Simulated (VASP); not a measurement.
# Si2Mo (I4/mmm) in VASP: single point with PBEsol

Aim: the single point of Si2Mo with PBEsol.

Program: VASP 6.6.1. These are calculated values, not measurements. Logs are shortened: lines on timing, memory, paths and dates and some standing lists are left out, and cuts for length are marked.

## (1) The cell of the first run

Symmetry: I4/mmm, No. 139, tetragonal system. The conventional cell has a = 3.190 Å, b = 3.190 Å, c = 7.821 Å, α = 90.00°, β = 90.00°, γ = 90.00°. Si (site symmetry 4mm) has 5 Si at 2.58 to 2.62 Å and 5 Mo at 2.60 to 2.62 Å as nearest neighbours. Around Mo (site symmetry 4/mmm) lie 10 Si at 2.60 to 2.62 Å.

## (2) Single point, PBEsol (relaxed again under DFT PBEsol, scalar-relativistic, plane waves, PAW)

Input file INCAR:

```
SYSTEM = Si2Mo
  PREC = Accurate
  ENCUT = 520
  EDIFF = 1E-6
  ISMEAR = 0
  SIGMA = 0.1
  LREAL = .FALSE.
  LASPH = .TRUE.
  NELM = 100
  ALGO = Fast
  ISIF = 2
  LWAVE = .FALSE.
  LCHARG = .TRUE.
  GGA = PS
  LELF = .TRUE.
  LVHAR = .TRUE.
  NBANDS = 18
```

Input file KPOINTS:

```
Automatic mesh
0
G
  18 18 18
  0 0 0
```

Input file POSCAR:

```
Si2Mo
1.0
   -1.5951220180      1.5951220180      3.9104882026
    1.5951220180     -1.5951220180      3.9104882026
    1.5951220180      1.5951220180     -3.9104882026
Si Mo
2 1
Direct
    0.3350898365      0.3350898365      0.0000000000
    0.6649101635      0.6649101635      0.0000000000
    0.0000000000      0.0000000000      0.0000000000
```

Potentials or basis: VASP PAW PBE potentials, release 64 (Si, Mo_sv).

Command:

```sh
$ cat potpaw_PBE.64/Si/POTCAR potpaw_PBE.64/Mo_sv/POTCAR > POTCAR
$ mpirun -np 1 vasp_std > vasp.out
```

OUTCAR:

```text
SYSTEM = Si2Mo
   PREC = Accurate
   ENCUT = 520
   EDIFF = 1E-6
   ISMEAR = 0
   LREAL = .FALSE.
   LASPH = .TRUE.
   NELM = 100
   ISIF = 2
   GGA = PS

 ion  position               nearest neighbor table
   1  0.335  0.335  0.000-   2 2.58   3 2.60   3 2.60   3 2.60   3 2.60   2 2.62   2 2.62   2 2.62
                             2 2.62   3 2.62
   2  0.665  0.665  0.000-   1 2.58   3 2.60   3 2.60   3 2.60   3 2.60   1 2.62   1 2.62   1 2.62
                             1 2.62   3 2.62
   3  0.000  0.000  0.000-   2 2.60   1 2.60   2 2.60   1 2.60   2 2.60   1 2.60   1 2.60   2 2.60
                             1 2.62   2 2.62

  LATTYP: Found a body centered tetragonal cell.
 ALAT       =     3.1902440360
 C/A-ratio  =     2.4515291987

  Lattice vectors:

 A1 = (  -1.5951220180,   1.5951220180,   3.9104882026)
 A2 = (   1.5951220180,  -1.5951220180,   3.9104882026)
 A3 = (   1.5951220180,   1.5951220180,  -3.9104882026)

Analysis of symmetry for initial positions (statically):
=====================================================================
 Subroutine PRICEL returns:
 Original cell was already a primitive cell.

 Routine SETGRP: Setting up the symmetry group for a
 body centered tetragonal supercell.

 Subroutine GETGRP returns: Found 16 space group operations
 (whereof 16 operations were pure point group operations)
 out of a pool of 16 trial point group operations.

The static configuration has the point symmetry D_4h.

Analysis of symmetry for dynamics (positions and initial velocities):
=====================================================================
 Subroutine PRICEL returns:
 Original cell was already a primitive cell.

 Routine SETGRP: Setting up the symmetry group for a
 body centered tetragonal supercell.

 Subroutine GETGRP returns: Found 16 space group operations
 (whereof 16 operations were pure point group operations)
 out of a pool of 16 trial point group operations.

The dynamic configuration has the point symmetry D_4h.

 Subroutine INISYM returns: Found 16 space group operations
 (whereof 16 operations are pure point group operations),
 and found     1 'primitive' translations

----------------------------------------------------------------------------------------

                                     Primitive cell

  volume of cell :      39.7996

  direct lattice vectors                    reciprocal lattice vectors
    -1.595122018  1.595122018  3.910488203     0.000000000  0.313455644  0.127861273
     1.595122018 -1.595122018  3.910488203     0.313455644  0.000000000  0.127861273
     1.595122018  1.595122018 -3.910488203     0.313455644  0.313455644  0.000000000

  length of vectors
     4.514504013  4.514504013  4.514504013     0.338530569  0.338530569  0.443293223

  position of ions in fractional coordinates (direct lattice)
     0.335089837  0.335089837  0.000000000
     0.664910163  0.664910163  0.000000000
     0.000000000  0.000000000  0.000000000

  ion indices of the primitive-cell ions
   primitive index   ion index
                 1           1
                 2           2
                 3           3

----------------------------------------------------------------------------------------

 KPOINTS: Automatic mesh

Automatic generation of k-mesh.
 Grid dimensions read from file:
 generate k-points for:   18   18   18

 Generating k-lattice:

  Cartesian coordinates                     Fractional coordinates (reciprocal lattice)
     0.000000000  0.017414202  0.007103404     0.055555556  0.000000000 -0.000000000
     0.017414202  0.000000000  0.007103404     0.000000000  0.055555556 -0.000000000
     0.017414202  0.017414202  0.000000000     0.000000000  0.000000000  0.055555556

  Length of vectors
     0.018807254  0.018807254  0.024627401

  Shift w.r.t. Gamma in fractional coordinates (k-lattice)
     0.000000000  0.000000000  0.000000000

 Subroutine IBZKPT returns following result:
 ===========================================

 Found    480 irreducible k-points:

 Following reciprocal coordinates:
            Coordinates               Weight
  0.000000  0.000000  0.000000      1.000000
  0.055556  0.000000 -0.000000      8.000000
  0.111111  0.000000 -0.000000      8.000000
  0.166667  0.000000 -0.000000      8.000000
  0.222222 -0.000000  0.000000      8.000000
  0.277778  0.000000 -0.000000      8.000000
[... 16 lines left out ...]
 -0.277778  0.055556  0.000000     16.000000
 -0.222222  0.055556  0.000000     16.000000
 [... further k-points ...]
   k-points           NKPTS =    480   k-points in BZ     NKDIM =    480   number of bands    NBANDS=     18
   number of dos      NEDOS =    301   number of ions     NIONS =      3
   total plane-waves  NPLWV =  46656
   dimension x,y,z NGX =    36 NGY =   36 NGZ =   36
   dimension x,y,z NGXF=    72 NGYF=   72 NGZF=   72
   ions per type =               2   1
   NGX,Y,Z   is equivalent  to a cutoff of  13.26, 13.26, 13.26 a.u.
   NGXF,Y,Z  is equivalent  to a cutoff of  26.51, 26.51, 26.51 a.u.
 SYSTEM =  Si2Mo
   PREC   = accura    normal or accurate (medium, high low for compatibility)
   ISTART =      0    job   : 0-new  1-cont  2-samecut
   ICHARG =      2    charge: 1-file 2-atom 10-const
   ISPIN  =      1    spin polarized calculation?
   LNONCOLLINEAR =      F non collinear calculations
   LSORBIT =      F    spin-orbit coupling
   LASPH  =      T    aspherical Exc in radial PAW
   ENCUT  =  520.0 eV  38.22 Ry    6.18 a.u.   8.39  8.39  8.39*2*pi/ulx,y,z
   NELM   =    100;   NELMIN=  2; NELMDL= -5     # of ELM steps
   EDIFF  = 0.1E-05   stopping-criterion for ELM
   LREAL  =      F    real-space projection
   EDIFFG = 0.1E-04   stopping-criterion for IOM
   NSW    =      0    number of steps for IOM
   IBRION =     -1    ionic relax: 0-MD 1-quasi-New 2-CG
   NFREE  =      0    steps in history (QN), initial steepest desc. (CG)
   ISIF   =      2    stress and relaxation
   ISYM   =      2    0-nonsym 1-usesym 2-fastsym
   POTIM  = 0.5000    time-step for ionic-motion
   TEBEG  =    0.0;   TEEND  =   0.0 temperature during run
   PSTRESS=    0.0 pullay stress
   NELECT =      22.0000    total number of electrons
   NUPDOWN=      -1.0000    fix difference up-down
   EMIN   =  10.00;   EMAX   =-10.00  energy-range for DOS
   EFERMI =   0.00;   METHOD = LEGACY
   ISMEAR =     0;   SIGMA  =   0.10  broadening in eV -4-tet -1-fermi 0-gaus
   EFERMI_NEDOS =   21; number of points for ismear=-14 and -15
   IALGO  =     68    algorithm
   IMIX   =      4    mixing-type and parameters
     AMIX     =   0.40;   BMIX     =  1.00
     AMIX_MAG =   1.60;   BMIX_MAG =  1.00
  volume/ion in A,a.u.               =      13.27        89.53
  Fermi-wavevector in a.u.,A,eV,Ry     =   1.343557  2.538955 24.560498  1.805146
  Thomas-Fermi vector in A             =   2.471621
   LORBIT       =      0    0 simple, 1 ext, 2 COOP (PROOUT), +10 PAW based schemes
   GGA     = PS    functional components
   LHFCALC =     F    Hartree Fock is set to
   AEXX    =    0.0000 exact exchange contribution
   IVDW    =     0    specifies the selected vdW correction
   LEPSILON=     F    determine dielectric tensor
   LRPA    =     F    only Hartree local field effects (RPA)
 non-spin polarized calculation
 RMM-DIIS sequential band-by-band and
 Gauss-broadening in eV      SIGMA  =   0.10
  energy-cutoff  :      520.00
  volume of cell :       39.80
 maximum number of plane-waves:      1104
 NGX is ok and might be reduce to    36
   NGX = 17   NGY = 17   NGZ = 17

 number of electron      22.0000000 magnetization

 Free energy of the ion-electron system (eV)
  ---------------------------------------------------
  ext. energy  EPLUGINS =         0.00000000
  ---------------------------------------------------
  free energy    TOTEN  =       -25.07998792 eV

  energy without entropy =      -25.07880355  energy(sigma->0) =      -25.07939573

 E-fermi :  12.3375     XC(G=0): -12.5623

 val. band max:       12.3367041070   @ k =  -0.3333  -0.3333   0.2778
 cond. band min:      12.3411462272   @ k =  -0.0556   0.0556   0.0000
 fundamental gap:      0.0044421202
 Fermi energy:        12.3375279535

 k-point     1 :       0.0000    0.0000    0.0000
  band No.  band energies     occupation
      1     -48.2696      2.00000
      2     -22.4598      2.00000
      3     -22.3764      2.00000
      4     -22.3764      2.00000
      5      -1.1622      2.00000
      6       5.8667      2.00000
[... 10 lines left out ...]
     17      17.5394      0.00000
     18      17.5394      0.00000

 k-point     2 :       0.0556    0.0000   -0.0000
  band No.  band energies     occupation
      1     -48.2690      2.00000
      2     -22.4592      2.00000
      3     -22.3847      2.00000
      4     -22.3757      2.00000
      5      -1.1052      2.00000
      6       5.8728      2.00000
[... 10 lines left out ...]
     17      17.5738      0.00000
     18      17.9064      0.00000

 k-point     3 :       0.1111    0.0000   -0.0000
  band No.  band energies     occupation
      1     -48.2673      2.00000
      2     -22.4575      2.00000
      3     -22.4086      2.00000
      4     -22.3734      2.00000
      5      -0.9355      2.00000
      6       5.8803      2.00000
[... 10 lines left out ...]
     17      17.7555      0.00000
     18      18.7094      0.00000

 k-point     4 :       0.1667    0.0000   -0.0000
  band No.  band energies     occupation
      1     -48.2647      2.00000
      2     -22.4550      2.00000
      3     -22.4448      2.00000
      4     -22.3700      2.00000
      5      -0.6573      2.00000
      6       5.8493      2.00000
[... 10 lines left out ...]
     17      18.2564      0.00000
     18      19.7169      0.00000

 k-point     5 :       0.2222   -0.0000    0.0000
  band No.  band energies     occupation
      1     -48.2615      2.00000
      2     -22.4896      2.00000
      3     -22.4512      2.00000
      4     -22.3659      2.00000
      5      -0.2770      2.00000
      6       5.6957      2.00000
[... 10 lines left out ...]
     17      18.9672      0.00000
     18      20.8309      0.00000

 k-point     6 :       0.2778    0.0000   -0.0000
  band No.  band energies     occupation
      1     -48.2581      2.00000
      2     -22.5364      2.00000
      3     -22.4476      2.00000
      4     -22.3614      2.00000
      5       0.1965      2.00000
      6       5.3372      2.00000
[... 10 lines left out ...]
     17      19.4965      0.00000
     18      21.3720      0.00000

 k-point     7 :       0.3333    0.0000   -0.0000
  band No.  band energies     occupation
      1     -48.2549      2.00000
      2     -22.5800      2.00000
      3     -22.4442      2.00000
      4     -22.3572      2.00000
      5       0.7520      2.00000
      6       4.8016      2.00000
[... 10 lines left out ...]
     17      19.4191      0.00000
     18      21.5974      0.00000

 k-point     8 :       0.3889    0.0000   -0.0000
  band No.  band energies     occupation
      1     -48.2522      2.00000
      2     -22.6154      2.00000
      3     -22.4414      2.00000
      4     -22.3538      2.00000
      5       1.3757      2.00000
      6       4.1639      2.00000
[... 10 lines left out ...]
     17      19.0978      0.00000
     18      20.6674      0.00000
[... 229 lines left out ...]
     17      19.3229      0.00000
     18      19.8857      0.00000

 k-point    20 :      -0.4444    0.0556    0.0000
  band No.  band energies     occupation
      1     -48.2500      2.00000
      2     -22.6371      2.00000
      3     -22.4383      2.00000
      4     -22.3594      2.00000
      5       2.0054      2.00000
      6       3.5774      2.00000
[... 10 lines left out ...]
     17      19.3649      0.00000
     18      20.3925      0.00000

 k-point    21 :      -0.3889    0.0556    0.0000
  band No.  band energies     occupation
      1     -48.2517      2.00000
      2     -22.6141      2.00000
      3     -22.4398      2.00000
      4     -22.3616      2.00000
      5       1.3343      2.00000
      6       4.2739      2.00000
[... 10 lines left out ...]
     17      19.4549      0.00000
     18      21.3069      0.00000

 k-point    22 :      -0.3333    0.0556    0.0000
  band No.  band energies     occupation
      1     -48.2543      2.00000
      2     -22.5788      2.00000
      3     -22.4424      2.00000
      4     -22.3651      2.00000
      5       0.7183      2.00000
      6       4.9402      2.00000
[... 10 lines left out ...]
     17      19.5318      0.00000
     18      20.8806      0.00000

 k-point    23 :      -0.2778    0.0556    0.0000
  band No.  band energies     occupation
      1     -48.2575      2.00000
      2     -22.5352      2.00000
      3     -22.4458      2.00000
      4     -22.3693      2.00000
      5       0.1739      2.00000
      6       5.5370      2.00000
[... 10 lines left out ...]
     17      19.3092      0.00000
     18      20.6669      0.00000

 k-point    24 :      -0.2222    0.0556    0.0000
  band No.  band energies     occupation
      1     -48.2610      2.00000
      2     -22.4885      2.00000
      3     -22.4494      2.00000
      4     -22.3739      2.00000
      5      -0.2859      2.00000
      6       5.9531      2.00000
[... 10 lines left out ...]
     17      18.6548      0.00000
     18      20.8229      0.00000

 [... further k-points ...]

------------------------ aborting loop because EDIFF is reached ----------------------------------------

  FORCE on cell =-STRESS in cart. coord.  units (eV):
  Direction    XX          YY          ZZ          XY          YZ          ZX
  --------------------------------------------------------------------------------------
  -------------------------------------------------------------------------------------
  Total        0.0885757      0.0885757      0.0891667      0.0000000      0.0000000      0.0000000
  in kB        3.5657142      3.5657142      3.5895037      0.0000000      0.0000000      0.0000000
  external PRESSURE =       3.5736440 kB  Pullay stress =       0.0000000 kB

 VOLUME and BASIS-vectors are now :
 -----------------------------------------------------------------------------
  energy-cutoff  :      520.00
  volume of cell :       39.80
      direct lattice vectors                 reciprocal lattice vectors
    -1.595122018  1.595122018  3.910488203     0.000000000  0.313455644  0.127861273
     1.595122018 -1.595122018  3.910488203     0.313455644  0.000000000  0.127861273
     1.595122018  1.595122018 -3.910488203     0.313455644  0.313455644  0.000000000

 POSITION                                       TOTAL-FORCE (eV/Angst)
 -----------------------------------------------------------------------------------
      0.00000      0.00000      2.62073         0.000000      0.000000     -0.008602
      0.00000      0.00000      5.20025        -0.000000     -0.000000      0.008602
      0.00000      0.00000      0.00000        -0.000000     -0.000000     -0.000000
 -----------------------------------------------------------------------------------
    total drift:                               -0.000000      0.000000      0.000000

  FREE ENERGIE OF THE ION-ELECTRON SYSTEM (eV)
  ---------------------------------------------------
  free  energy   TOTEN  =       -25.0799879201 eV

  energy  without entropy=      -25.0788035462  energy(sigma->0) =      -25.07939573
```

Wall time 4.4 min (1 thread of Intel Xeon Platinum 8488C (Sapphire Rapids), shared host); peak memory 0.47 GiB.

What came out:

* Free energy: -25.0800 eV
* Pressure: 0.4 GPa
* Largest force: 0.009 eV/Å
* Band gap on the k mesh: none (metal or under the smearing width)

Forces in eV/Å, atoms in the order of the input:
```
Si   0.000  0.000 -0.009
Si   0.000  0.000  0.009
Mo   0.000  0.000  0.000
```

Levels at points of the mesh, in eV from the Fermi level:
```csv
k point,band 7,band 8,band 9,band 10,band 11,band 12,band 13,band 14,band 15,band 16
"(0.00, 0.00, 0.00)",-3.39,-3.14,-2.64,-2.64,0.38,3.13,3.24,3.56,3.56,4.14
"(0.50, 0.00, 0.00)",-5.02,-4.52,-2.62,-2.61,-0.52,2.29,3.14,4.15,4.22,5.51
"(0.50, 0.50, 0.00)",-5.69,-5.17,-4.48,-3.11,-1.22,2.34,2.77,3.19,3.38,4.75
"(0.50, 0.50, 0.50)",-3.62,-2.24,-0.59,-0.59,-0.46,-0.46,0.52,4.77,5.25,6.02
```

Caveat: the PAW data sets were made with another functional, which shifts forces and pressure a little.
